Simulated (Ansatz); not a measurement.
TiO2: equation of state with PBE

TiO2:

```
Ti O
1.0
     4.59984    0.00000    0.00000
     0.00000    4.59984    0.00000
     0.00000    0.00000    2.95921
Ti O
2 4
Direct
  0.00000 0.00000 0.50000
  0.50000 0.50000 0.00000
  0.30432 0.30432 0.50000
  0.19568 0.80432 0.00000
  0.80432 0.19568 0.00000
  0.69568 0.69568 0.50000
```

The cell is a database's computed one.

* Program: Ansatz 0.2.0
* Task: equation of state
* Functional: PBE
* Potentials or basis: Ansatz PAW earlier set
* Cutoff: 930 eV
* Density cutoff: 4650 eV
* k mesh: 6 × 6 × 9
* Occupations: fermi-dirac, width 0.05 eV
* Spin: no spin polarisation

```
Equilibrium volume                        : 10.63 Å³/atom
Bulk modulus at fixed shape and positions : 228 GPa
Pressure derivative of the bulk modulus   : 4.3
```

Energy against volume, from the lowest point:
| volume (Å³/atom) | energy (meV/atom) |
| --- | --- |
| 9.809 | 51.18 |
| 10.018 | 27.31 |
| 10.227 | 11.33 |
| 10.435 | 2.46 |
| 10.644 | 0.00 |
| 10.853 | 3.32 |
| 11.062 | 11.84 |

All runs of the series together: 60 s on 2 threads of Arm Neoverse V2 (shared host).

Caveat: the cell was scaled at fixed shape and fractional positions, which overstates the stiffness of a crystal with free parameters, most of all of layers and chains.
